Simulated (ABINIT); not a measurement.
FeO (Wuestite):

```xyz
2
Lattice="0.0000 2.1554 2.1554 2.1554 0.0000 2.1554 2.1554 2.1554 0.0000" Properties=species:S:1:pos:R:3 pbc="T T T"
Fe    0.0000    0.0000    0.0000
O     2.1554    2.1554    2.1554
```

```yaml
Program: ABINIT 10.8.3 (patched build)
Task: relaxation of cell and atoms
Functional: LDA
Potentials_or_basis: PseudoDojo NC SR LDA v0.4.1 standard
Cutoff: 1252 eV
k_mesh: 8 × 8 × 8
Occupations: fermi-dirac, width 0.05 eV
Spin: collinear spin, ferromagnetic start
Starting_moments: "[3.0, 0.0] μB"
```

At the start: pressure -16.1 GPa; volume 10.01 Å³/atom.

Problem. How do energy, volume and symmetry change on relaxing?

Solution. Over 5 steps the energy falls by 44.6 meV/atom and the volume is 9.18 Å³/atom (-8.4 %); space group Fm-3m (No. 225, to 0.05 Å); moment 3.96 μB per cell.

The path:
```tsv
step	energy change (eV)	largest force (eV/Å)	pressure (GPa)	volume (Å³)
1	0.0000	0.0000	-16.15	20.03
2	-0.0729	0.0000	-7.44	19.05
3	-0.0892	0.0000	0.38	18.32
4	-0.0893	0.0000	0.03	18.35
5	-0.0893	0.0000	0.00	18.35
```

Final structure:
```
Fe O
1.0
     0.00000    2.09358    2.09358
     2.09358    0.00000    2.09358
     2.09358    2.09358    0.00000
Fe O
1 1
Direct
  0.00000 0.00000 0.00000
  0.50000 0.50000 0.50000
```

Caveat: a cell with one magnetic atom can't hold antiferromagnetic order, which such compounds often take.
